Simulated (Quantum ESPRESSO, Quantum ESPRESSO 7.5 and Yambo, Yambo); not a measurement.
# GaAs (F-43m): G0W0 with Yambo, start to end

Wanted: ground state, empty states, screening and self-energy for GaAs (F-43m).

Program: Quantum ESPRESSO 7.5 and Yambo 5.3.0. Level of theory: PBE and many-body steps on it, plane waves. Results are calculated unless marked as measured.

**Experimental background.**

- Gap 1.51 eV: band-edge emission energy from PL (direct gap at Gamma); photoluminescence, 633 nm excitation; 77 K; bulk crystal (MBE GaAs matrix around a thin InAs wetting layer on semi-insulating GaAs (100)) (“Photoluminescence of InAs/GaAs quantum dots under direct two-photon excitation”, 2020, pmc:7331710).

- Gap 1.412 ± 0.01 eV: direct gap E0 at Gamma from ellipsometry; variable-angle spectroscopic ellipsometry, parametric critical-point fit; 300 K; bulk crystal (semi-insulating GaAs(001) reference substrate with native oxide) (“Evidence of valence band perturbations in GaAsN/GaAs(001): A combined variable-angle spectroscopic ellipsometry and modulated photoreflectance investigation”, 2008, arxiv:0805.2212).

- Gap 1.42 eV: fundamental direct gap E0 at Gamma, seen as sharp points in Psi and Delta; spectroscopic ellipsometry; 300 K; bulk crystal (semi-insulating GaAs (100) substrate) (“Ellipsometric study of the Electronic Structure of GaMnAs and LT-GaAs”, 2004, arxiv:cond-mat/0404304).

- Gap 1.418 ± 0.005 eV: direct gap E0 at Gamma from PR; modulated photoreflectance, low-field lineshape fit; 300 K; bulk crystal (semi-insulating GaAs(001) reference substrate) (“Evidence of valence band perturbations in GaAsN/GaAs(001): A combined variable-angle spectroscopic ellipsometry and modulated photoreflectance investigation”, 2008, arxiv:0805.2212).

## (1) Starting point

It takes space group F-43m (No. 216, cubic). Conventional cell: a = 5.654 Å, b = 5.654 Å, c = 5.654 Å, α = 90.00°, β = 90.00°, γ = 90.00°. Ga has 4 As at 2.45 Å nearest. Nearest to As lie 4 Ga at 2.45 Å. Farther neighbours are not listed.

The cell and positions come from the Crystallography Open Database and are kept as given unless a step says otherwise.

## (2) Ground state

This step: Quantum ESPRESSO 7.5; DFT, PBE, plane waves, norm-conserving pseudopotentials.

The ground-state density comes first.

pw.in

```
&control
  calculation = 'scf'
  prefix = 'x'
  outdir = 'o'
  pseudo_dir = 'pseudo'
/
&system
  ibrav = 0
  nat = 2
  ntyp = 2
  ecutwfc = 104.0
  nbnd = 27
  force_symmorphic = .true.
/
&electrons
  conv_thr = 1e-10
  electron_maxstep = 80
  mixing_beta = 0.5
/
ATOMIC_SPECIES
  Ga 69.723 Ga.upf
  As 74.922 As.upf
CELL_PARAMETERS angstrom
  0.0000000000 2.8268500000 2.8268500000
  2.8268500000 0.0000000000 2.8268500000
  2.8268500000 2.8268500000 0.0000000000
ATOMIC_POSITIONS crystal
  Ga 0.0000000000 0.0000000000 0.0000000000
  As 0.2500000000 0.2500000000 0.2500000000
K_POINTS automatic
  6 6 6 0 0 0
```

The run is started by

```console
OMP_NUM_THREADS=1 mpirun -n 8 pw.x -nk 8 -in pw.in > pw.out
```

What it wrote:

```text
Program PWSCF v.7.5 starts

     This program is part of the open-source Quantum ESPRESSO suite
     for quantum simulation of materials; please cite
         "P. Giannozzi et al., J. Phys.:Condens. Matter 21 395502 (2009);
         "P. Giannozzi et al., J. Phys.:Condens. Matter 29 465901 (2017);
         "P. Giannozzi et al., J. Chem. Phys. 152 154105 (2020);
     in publications or presentations arising from this work. More details at
     Message from routine setup:
     using ibrav=0 with symmetry is DISCOURAGED, use correct ibrav instead

     G-vector sticks info

     bravais-lattice index     =            0
     lattice parameter (alat)  =       7.5547  a.u.
     unit-cell volume          =     304.8842 (a.u.)^3
     number of atoms/cell      =            2
     number of atomic types    =            2
     number of electrons       =        44.00
     number of Kohn-Sham states=           27
     kinetic-energy cutoff     =     104.0000  Ry
     charge density cutoff     =     416.0000  Ry
     scf convergence threshold =      1.0E-10
     mixing beta               =       0.5000
     number of iterations used =            8  plain     mixing
     Exchange-correlation= PBE
                           (   1   4   3   4   0   0   0)

     celldm(1)=   7.554690  celldm(2)=   0.000000  celldm(3)=   0.000000
     celldm(4)=   0.000000  celldm(5)=   0.000000  celldm(6)=   0.000000

     crystal axes: (cart. coord. in units of alat)
               a(1) = (   0.000000   0.707107   0.707107 )
               a(2) = (   0.707107   0.000000   0.707107 )
               a(3) = (   0.707107   0.707107   0.000000 )

     reciprocal axes: (cart. coord. in units 2 pi/alat)
               b(1) = ( -0.707107  0.707107  0.707107 )
               b(2) = (  0.707107 -0.707107  0.707107 )
               b(3) = (  0.707107  0.707107 -0.707107 )
     Pseudo is Norm-conserving + core correction, Zval = 21.0
     Generated using ONCVPSP code by D. R. Hamann
     Using radial grid of 1902 points,  6 beta functions with:
     Pseudo is Norm-conserving + core correction, Zval = 23.0
     Generated using ONCVPSP code by D. R. Hamann
     Using radial grid of 1358 points,  6 beta functions with:
     Ga               21.00    69.72300     Ga( 1.00)
     As               23.00    74.92200     As( 1.00)

     24 Sym. Ops. (no inversion) found

   Cartesian axes

     site n.     atom                  positions (alat units)
         1        Ga     tau(   1) = (   0.0000000   0.0000000   0.0000000  )
         2        As     tau(   2) = (   0.3535534   0.3535534   0.3535534  )

     number of k points=    16
                       cart. coord. in units 2pi/alat
        k(    1) = (   0.0000000   0.0000000   0.0000000), wk =   0.0092593
        k(    2) = (   0.1178511   0.1178511  -0.1178511), wk =   0.0740741
        k(    3) = (   0.2357023   0.2357023  -0.2357023), wk =   0.0740741
        k(    4) = (  -0.3535534  -0.3535534   0.3535534), wk =   0.0370370
        k(    5) = (   0.2357023   0.0000000  -0.0000000), wk =   0.0555556
        k(    6) = (   0.3535534   0.1178511  -0.1178511), wk =   0.2222222
        k(    7) = (  -0.2357023  -0.4714045   0.4714045), wk =   0.2222222
        k(    8) = (  -0.1178511  -0.3535534   0.3535534), wk =   0.2222222
        k(    9) = (   0.0000000  -0.2357023   0.2357023), wk =   0.1111111
        k(   10) = (   0.4714045   0.0000000  -0.0000000), wk =   0.0555556
     [... 4 further rows ...]
        k(   15) = (  -0.1178511  -0.3535534   0.5892557), wk =   0.2222222
        k(   16) = (  -0.7071068   0.2357023   0.0000000), wk =   0.1111111

     Dense  grid:    43655 G-vectors     FFT dimensions: (  50,  50,  50)

     Initial potential from superposition of free atoms

     starting charge      43.9971, renormalised to      44.0000
     Starting wfcs are   26 randomized atomic wfcs +    1 random wfcs

     per-process dynamical memory:    33.2 Mb

     Self-consistent Calculation

     iteration #  1     ecut=   104.00 Ry     beta= 0.50

     Threshold (ethr) on eigenvalues was too large:
     Diagonalizing with lowered threshold

     total energy              =   -1107.20737878 Ry
     estimated scf accuracy    <       0.05039060 Ry

     iteration #  2     ecut=   104.00 Ry     beta= 0.50

     total energy              =   -1107.21379167 Ry
     estimated scf accuracy    <       0.00645612 Ry

     iteration #  3     ecut=   104.00 Ry     beta= 0.50

     total energy              =   -1107.21415462 Ry
     estimated scf accuracy    <       0.00109591 Ry

     iteration #  4     ecut=   104.00 Ry     beta= 0.50

     total energy              =   -1107.21420482 Ry
     estimated scf accuracy    <       0.00002494 Ry

     iteration #  5     ecut=   104.00 Ry     beta= 0.50

     total energy              =   -1107.21420988 Ry
     estimated scf accuracy    <       0.00000170 Ry

     iteration #  6     ecut=   104.00 Ry     beta= 0.50

     total energy              =   -1107.21421028 Ry
     estimated scf accuracy    <       0.00000013 Ry

     iteration #  7     ecut=   104.00 Ry     beta= 0.50

     total energy              =   -1107.21421032 Ry
     estimated scf accuracy    <       0.00000003 Ry

     iteration #  8     ecut=   104.00 Ry     beta= 0.50

     total energy              =   -1107.21421032 Ry
     estimated scf accuracy    <          6.8E-10 Ry

     iteration #  9     ecut=   104.00 Ry     beta= 0.50

     total energy              =   -1107.21421032 Ry
     estimated scf accuracy    <          2.8E-10 Ry

     iteration # 10     ecut=   104.00 Ry     beta= 0.50

     End of self-consistent calculation

          k = 0.0000 0.0000 0.0000 (  5577 PWs)   bands (ev):

  -174.9302-133.8474-118.3121-118.3121-118.3121 -84.5719 -84.5719 -84.5719
   -25.3230 -25.3230 -25.3230 -25.3139 -25.3139  -4.9669  -4.9669  -4.9669
    -4.8900  -4.8900  -2.8986   9.8275   9.8275   9.8275  10.3456  13.5642
    13.5642  13.5642  17.4293

          k = 0.1179 0.1179-0.1179 (  5468 PWs)   bands (ev):

  -174.9302-133.8474-118.3121-118.3121-118.3121 -84.5717 -84.5717 -84.5717
   -25.3229 -25.3227 -25.3227 -25.3138 -25.3138  -4.9893  -4.9604  -4.9604
    -4.8897  -4.8897  -2.5782   7.1174   9.4474   9.4474  11.4632  14.1115
    14.1115  14.5145  18.7830

          k = 0.2357 0.2357-0.2357 (  5450 PWs)   bands (ev):

  -174.9302-133.8474-118.3121-118.3121-118.3121 -84.5717 -84.5717 -84.5717
   -25.3228 -25.3223 -25.3223 -25.3137 -25.3137  -5.0291  -4.9507  -4.9507
    -4.8878  -4.8878  -1.7513   4.4525   8.9016   8.9016  11.0469  14.5309
    14.5309  17.0827  18.6033

          k =-0.3536-0.3536 0.3536 (  5444 PWs)   bands (ev):

     [... further k-points ...]

     highest occupied, lowest unoccupied level (ev):     9.8275   10.3456

!    total energy              =   -1107.21421032 Ry
     estimated scf accuracy    <          4.4E-12 Ry

     The total energy is the sum of the following terms:
     one-electron contribution =    -990.29940494 Ry
     hartree contribution      =     478.90442238 Ry
     xc contribution           =    -107.04971810 Ry
     ewald contribution        =    -488.76950967 Ry

     convergence has been achieved in  10 iterations

     XML data file, charge density, pseudopotentials, collected wavefunctions

=------------------------------------------------------------------------------=
   JOB DONE.
=------------------------------------------------------------------------------=
```

It took 8.2 s on 8 MPI ranks of Arm Neoverse V2, shared host; peak memory 0.59 GiB.

This step gave:

```
total energy               : -15064.4168 eV
gap                        : 0.5181 eV
k of the valence top       : 0, 0, 0
k of the conduction bottom : 0, 0, 0
least direct gap           : 0.5181 eV
```

The gap is direct, at Γ.

## (3) Bands along the symmetry lines

Levels along a band path, at the cheap level, show where the edges lie and whether the meshes to come will hold them.

pw.in

```
&control
  calculation = 'bands'
  prefix = 'x'
  outdir = 'o'
  pseudo_dir = 'pseudo'
/
&system
  ibrav = 0
  nat = 2
  ntyp = 2
  ecutwfc = 104.0
  nbnd = 28
  force_symmorphic = .true.
/
&electrons
  conv_thr = 1e-9
  electron_maxstep = 80
  diago_full_acc = .true.
  diago_thr_init = 5e-6
/
ATOMIC_SPECIES
  Ga 69.723 Ga.upf
  As 74.922 As.upf
CELL_PARAMETERS angstrom
  0.0000000000 2.8268500000 2.8268500000
  2.8268500000 0.0000000000 2.8268500000
  2.8268500000 2.8268500000 0.0000000000
ATOMIC_POSITIONS crystal
  Ga 0.0000000000 0.0000000000 0.0000000000
  As 0.2500000000 0.2500000000 0.2500000000
K_POINTS crystal
  50
  0.00000000 0.00000000 0.00000000 1
  -0.06250000 -0.06250000 0.00000000 1
  -0.12500000 -0.12500000 0.00000000 1
  -0.18750000 -0.18750000 0.00000000 1
  -0.25000000 -0.25000000 0.00000000 1
  -0.31250000 -0.31250000 0.00000000 1
  -0.37500000 -0.37500000 0.00000000 1
  -0.43750000 -0.43750000 0.00000000 1
  -0.50000000 -0.50000000 0.00000000 1
  -0.48437500 -0.48437500 0.03125000 1
  -0.46875000 -0.46875000 0.06250000 1
  -0.45312500 -0.45312500 0.09375000 1
  -0.43750000 -0.43750000 0.12500000 1
  -0.42187500 -0.42187500 0.15625000 1
  -0.40625000 -0.40625000 0.18750000 1
  -0.39062500 -0.39062500 0.21875000 1
  -0.37500000 -0.37500000 0.25000000 1
  -0.37500000 0.00000000 0.37500000 1
  -0.32812500 0.00000000 0.32812500 1
  -0.28125000 0.00000000 0.28125000 1
  -0.23437500 0.00000000 0.23437500 1
  -0.18750000 0.00000000 0.18750000 1
  -0.14062500 0.00000000 0.14062500 1
  -0.09375000 0.00000000 0.09375000 1
  -0.04687500 0.00000000 0.04687500 1
  0.00000000 0.00000000 0.00000000 1
  0.00000000 0.00000000 0.06250000 1
  0.00000000 0.00000000 0.12500000 1
  0.00000000 0.00000000 0.18750000 1
  0.00000000 0.00000000 0.25000000 1
  0.00000000 0.00000000 0.31250000 1
  0.00000000 0.00000000 0.37500000 1
  0.00000000 0.00000000 0.43750000 1
  -0.00000000 -0.00000000 0.50000000 1
  -0.06250000 -0.03125000 0.46875000 1
  -0.12500000 -0.06250000 0.43750000 1
  -0.18750000 -0.09375000 0.40625000 1
  -0.25000000 -0.12500000 0.37500000 1
  -0.31250000 -0.15625000 0.34375000 1
  -0.37500000 -0.18750000 0.31250000 1
  -0.43750000 -0.21875000 0.28125000 1
  -0.50000000 -0.25000000 0.25000000 1
  -0.50000000 -0.28125000 0.21875000 1
  -0.50000000 -0.31250000 0.18750000 1
  -0.50000000 -0.34375000 0.15625000 1
  -0.50000000 -0.37500000 0.12500000 1
  -0.50000000 -0.40625000 0.09375000 1
  -0.50000000 -0.43750000 0.06250000 1
  -0.50000000 -0.46875000 0.03125000 1
  -0.50000000 -0.50000000 0.00000000 1
```

What it wrote:

```text
[banner, memory and clock lines left out]
Program PWSCF v.7.5 starts

     Atomic positions and unit cell read from directory:
     o/x.save/

     Message from routine setup:
     using ibrav=0 with symmetry is DISCOURAGED, use correct ibrav instead

     G-vector sticks info

     bravais-lattice index     =            0
     lattice parameter (alat)  =       7.5547  a.u.
     unit-cell volume          =     304.8842 (a.u.)^3
     number of atoms/cell      =            2
     number of atomic types    =            2
     number of electrons       =        44.00
     number of Kohn-Sham states=           28
     kinetic-energy cutoff     =     104.0000  Ry
     charge density cutoff     =     416.0000  Ry
     Exchange-correlation= PBE
                           (   1   4   3   4   0   0   0)

     celldm(1)=   7.554690  celldm(2)=   0.000000  celldm(3)=   0.000000
     celldm(4)=   0.000000  celldm(5)=   0.000000  celldm(6)=   0.000000

     crystal axes: (cart. coord. in units of alat)
               a(1) = (   0.000000   0.707107   0.707107 )
               a(2) = (   0.707107   0.000000   0.707107 )
               a(3) = (   0.707107   0.707107   0.000000 )

     reciprocal axes: (cart. coord. in units 2 pi/alat)
               b(1) = ( -0.707107  0.707107  0.707107 )
               b(2) = (  0.707107 -0.707107  0.707107 )
               b(3) = (  0.707107  0.707107 -0.707107 )
     Pseudo is Norm-conserving + core correction, Zval = 21.0
     Generated using ONCVPSP code by D. R. Hamann
     Using radial grid of 1902 points,  6 beta functions with:
     Pseudo is Norm-conserving + core correction, Zval = 23.0
     Generated using ONCVPSP code by D. R. Hamann
     Using radial grid of 1358 points,  6 beta functions with:
     Ga               21.00    69.72300     Ga( 1.00)
     As               23.00    74.92200     As( 1.00)

     24 Sym. Ops. (no inversion) found

   Cartesian axes

     site n.     atom                  positions (alat units)
         1        Ga     tau(   1) = (   0.0000000   0.0000000   0.0000000  )
         2        As     tau(   2) = (   0.3535534   0.3535534   0.3535534  )

     number of k points=    50
                       cart. coord. in units 2pi/alat
        k(    1) = (   0.0000000   0.0000000   0.0000000), wk =   0.0400000
        k(    2) = (   0.0000000   0.0000000  -0.0883883), wk =   0.0400000
        k(    3) = (   0.0000000   0.0000000  -0.1767767), wk =   0.0400000
[...]
[... 38 further rows ...]
        k(   49) = (   0.0441942  -0.0000000  -0.7071068), wk =   0.0400000
        k(   50) = (   0.0000000   0.0000000  -0.7071068), wk =   0.0400000

     Dense  grid:    43655 G-vectors     FFT dimensions: (  50,  50,  50)

     The potential is recalculated from file :
     o/x.save/charge-density

     Starting wfcs are   26 randomized atomic wfcs +    2 random wfcs

     Band Structure Calculation

     End of band structure calculation

          k = 0.0000 0.0000 0.0000 (  5577 PWs)   bands (ev):

  -174.9302-133.8473-118.3121-118.3121-118.3121 -84.5719 -84.5719 -84.5719
   -25.3230 -25.3230 -25.3230 -25.3139 -25.3139  -4.9669  -4.9669  -4.9669
    -4.8900  -4.8899  -2.8987   9.8275   9.8275   9.8275  10.3456  13.5642
    13.5642  13.5642  17.4293  19.9896

          k = 0.0000 0.0000-0.0884 (  5493 PWs)   bands (ev):

  -174.9302-133.8473-118.3121-118.3121-118.3121 -84.5718 -84.5718 -84.5716
   -25.3230 -25.3229 -25.3229 -25.3139 -25.3139  -4.9724  -4.9645  -4.9645
[...]
13.8379  13.8379  17.7842  19.1099

          k = 0.0000 0.0000-0.1768 (  5481 PWs)   bands (ev):

  -174.9302-133.8473-118.3121-118.3121-118.3121 -84.5717 -84.5717 -84.5717
[...]
14.5248  14.5248  17.8744  18.7335

          k =-0.0000 0.0000-0.2652 (  5457 PWs)   bands (ev):

[...]
k = 0.0000 0.0000-0.3536 (  5457 PWs)   bands (ev):

[...]
k = 0.0000-0.0000-0.4419 (  5465 PWs)   bands (ev):

[...]
k =-0.0000 0.0000-0.5303 (  5482 PWs)   bands (ev):

[...]
k = 0.0000-0.0000-0.6187 (  5458 PWs)   bands (ev):

[...]
k = 0.5303-0.0000-0.5303 (  5452 PWs)   bands (ev):

[...]
k = 0.0000 0.0000 0.0000 (  5577 PWs)   bands (ev):

[...]
k = 0.1326 0.0000-0.7071 (  5460 PWs)   bands (ev):

[...]
k = 0.0884-0.0000-0.7071 (  5456 PWs)   bands (ev):

[...]
k = 0.0442-0.0000-0.7071 (  5458 PWs)   bands (ev):

  -174.9302-133.8473-118.3121-118.3121-118.3121 -84.5718 -84.5717 -84.5717
[...]
19.8360  19.8531  20.8126  22.7122

          k = 0.0000 0.0000-0.7071 (  5434 PWs)   bands (ev):

  -174.9302-133.8473-118.3121-118.3121-118.3121 -84.5717 -84.5717 -84.5717
   -25.3239 -25.3212 -25.3212 -25.3144 -25.3129  -5.0786  -4.9169  -4.9169
    -4.9153  -4.8771  -0.3967   3.0132   7.1516   7.1516  11.2971  11.4903
    20.0046  20.0046  20.8150  23.1524

     XML data file, pseudopotentials, collected wavefunctions
```

Wall time 5.3 s (8 MPI ranks); peak memory 0.55 GiB; 39 s of CPU time.

Numbers from this step:

| Property | Result |
| --- | --- |
| gap | 0.5181 eV |
| k of the valence top | 0, 0, 0 |
| k of the conduction bottom | 0, 0, 0 |
| least direct gap | 0.5181 eV |

The gap is 0.518 eV, as in the run before at this level.

Electronic bands along the path, in eV, zero at the top of the highest filled band:

```tsv
point	band 19	band 20	band 21	band 22	band 23	band 24	band 25	band 26
Γ	-12.73	0.00	0.00	0.00	0.52	3.74	3.74	3.74
halfway	-11.80	-4.09	-1.69	-1.69	1.99	3.27	6.62	6.62
X	-10.22	-6.81	-2.68	-2.68	1.47	1.66	10.18	10.18
halfway	-10.21	-6.77	-3.20	-2.57	1.66	2.57	9.21	9.42
U	-10.26	-6.63	-3.86	-2.26	1.97	4.64	7.96	8.07
jump to K	-10.26	-6.63	-3.86	-2.26	1.97	4.64	7.96	8.07
halfway	-11.71	-4.56	-2.44	-0.68	2.69	4.77	4.81	5.65
Γ	-12.73	0.00	0.00	0.00	0.52	3.74	3.74	3.74
halfway	-12.03	-4.14	-0.68	-0.68	1.45	4.60	4.60	5.96
L	-10.96	-6.63	-1.14	-1.14	1.00	4.64	4.64	7.76
halfway	-10.62	-6.48	-3.22	-1.94	3.03	4.17	6.35	7.70
W	-10.17	-6.63	-3.53	-3.34	4.62	4.73	5.42	6.05
halfway	-10.20	-6.73	-3.14	-3.04	2.56	2.76	8.15	8.36
X	-10.22	-6.81	-2.68	-2.68	1.47	1.66	10.18	10.18
```

The electronic bands as a text plot (rows in eV, shown from -8.0 to 6.5 only):

```
    6.2 |                  +++              +         ++ +++
    5.6 |    +              +++++++                  +  ++++
    5.0 |                       +  ++      +      +++    ++
    4.4 |  ++             +      ++      +++++++++++++++++++
    3.8 |++              +         ++++++++             +   +
    3.2 |  +++++        +                             ++
    2.6 |  +++  +++    +    +++++++                  +       ++
    2.0 |     ++   ++ + ++++       ++               +         +++
    1.4 | +     ++++++++             +  ++++++++  ++            +
    0.8 |+                            ++        ++
    0.2 |*                           ****
   -0.4 | ***                   ******   ****
   -1.0 | *  *                **   ***  *    *******
   -1.6 |     **           ***   **               *****
   -2.3 |  **   ***     ***     *  **    **         *  *
   -2.9 |    *     *****      **           *         *  **   ****
   -3.5 |              ***  **   **                   *******
   -4.1 |     **          **                *
   -4.7 |                       *
   -5.3 |       **            **             **
   -5.9 |         *         **                 *
   -6.5 |          **  *****                    ****************
   -7.1 |            **                                         *
   -7.7 |
         Γ           X  U|K            Γ         L        W     X
```

(Part 1 of 3 ends here.)

[Paths, hosts, dates, memory and timing lines, banners, echoed tables and standing remarks are left out of the program output.]

[Logs are printed without paths, hosts, clocks, repeated set-up lines and the standing remarks that a program may print on its own settings, such as how far it seeks lower states.]

[Runs of the session that timed out or met a known fault of the program may be left out.]

[Hosts, paths, dates, database ids (printed as entryN), source tags and the programs' standing remarks are cut or masked in the printed files.]
